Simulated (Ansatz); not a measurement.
Input and command of a plane-wave DFT calculation in Ansatz:

```yaml
crystal:
  lattice:
    - [3.219206463, 0.0, 0.0]
    - [0.0, 3.219206463, 0.0]
    - [0.0, 0.0, 4.067747297]
  atoms:
    - { symbol: Si, position: [0.0, 0.5, 0.2351] }
    - { symbol: Si, position: [0.5, 0.0, 0.7649] }
    - { symbol: C, position: [0.0, 0.0, 0.0], spin: 1.0 }
    - { symbol: C, position: [0.5, 0.5, 0.0], spin: 1.0 }
basis:
  ecutwfc: 500
kpoints:
  mp_grid: { grid: [6, 6, 4] }
hamiltonian:
  xc: r2scan
scf:
  occupations: { method: gaussian, width: 0.1 }
  lower_state_search: "off"
output:
  forces: true
  stress: true
  eigenvalues: true
  populations: true
magnetization:
  spin_polarized: true
```

```bash
ansatz run input.yaml --threads 1 --pin off --max-ram 3072MiB --backend cpu --events-out ev --progress --plain --runs-dir out
```

Processor: Arm Neoverse V2, 1 thread, on a host shared with other jobs.

Question: How long does it run, and how much memory does it take?

Answer: About 12 s on 1 thread of Arm Neoverse V2 (shared host), peak memory 0.38 GiB. It solves 13 bands at 30 k points (the mesh reduced by symmetry) with about 1035 plane waves, in 19 SCF iterations.
